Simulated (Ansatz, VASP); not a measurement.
## BN in VASP and in Ansatz

Contents of INCAR:

```
PREC = Accurate ; ENCUT = 520
EDIFF = 1E-6 ; ISMEAR = 0
SIGMA = 0.05 ; LREAL = False
LASPH = True ; NELM = 80
ALGO = Normal ; ISIF = 2
LWAVE = False ; LCHARG = True
LDIPOL = True ; IDIPOL = 3
DIPOL = 0.5 0.5 0.257 ; GGA = PE
IVDW = 12 ; LELF = True
LVHAR = True ; LVACPOTAV = True
NBANDS = 11
```

Contents of KPOINTS:

```
regular mesh
0
Gamma
  12 12 1
```

File POSCAR:

```
BN
1.0
    2.5087623753      0.0000000000      0.0000000000
   -1.2543811876      2.1726519491      0.0000000000
    0.0000000000      0.0000000000     17.5000000000
B N
1 1
Direct
    0.0000000000      0.0000000000      0.2571428571
    0.6666666667      0.3333333333      0.2571428571
```

Input for Ansatz:

```yaml
crystal:
  lattice:
    - [2.5087622849, 0.0, 0.0]
    - [-1.2543811425, 2.1726518708, 0.0]
    - [0.0, 0.0, 17.5]
  atoms:
    - { symbol: B, position: [0.0, 0.0, 0.2571428571] }
    - { symbol: "N", position: [0.6666666667, 0.3333333333, 0.2571428571] }
basis:
  ecutwfc: 420
kpoints:
  mp_grid: { grid: [12, 12, 1] }
hamiltonian:
  xc: pbe
  dispersion: d3bj
scf:
  occupations: { method: gaussian, width: 0.05 }
output:
  forces: true
  eigenvalues: true
  write_density: true
  write_potential: true
  elf: true
  volumetric_format: npy
efield:
  axis: 3
  dipole_correction: true
  ramp_width: 0.04
```

Alike in both runs: task single point; functional PBE; dispersion D3(BJ); k mesh 12 × 12 × 1; occupations gaussian, width 0.05 eV; no spin polarisation.

|  | VASP | Ansatz |
| --- | --- | --- |
| version | VASP 6.6.1 | Ansatz 0.2.0 |
| potentials or method | VASP PAW PBE potentials, release 64 (B, N) | scalar-relativistic, plane waves, PAW |
| plane-wave cutoff (eV) | 520 | 420 |
| valence electrons in the cell | 8 | 8 |

```tsv
	VASP	Ansatz	Ansatz less VASP
gap on the k mesh at the Fermi level (eV)	4.67	4.68	+0.003
least direct gap on the mesh (eV)	4.67	4.68	+0.003
```

Ansatz warned: «xc_potential_rough_in_thin_density».
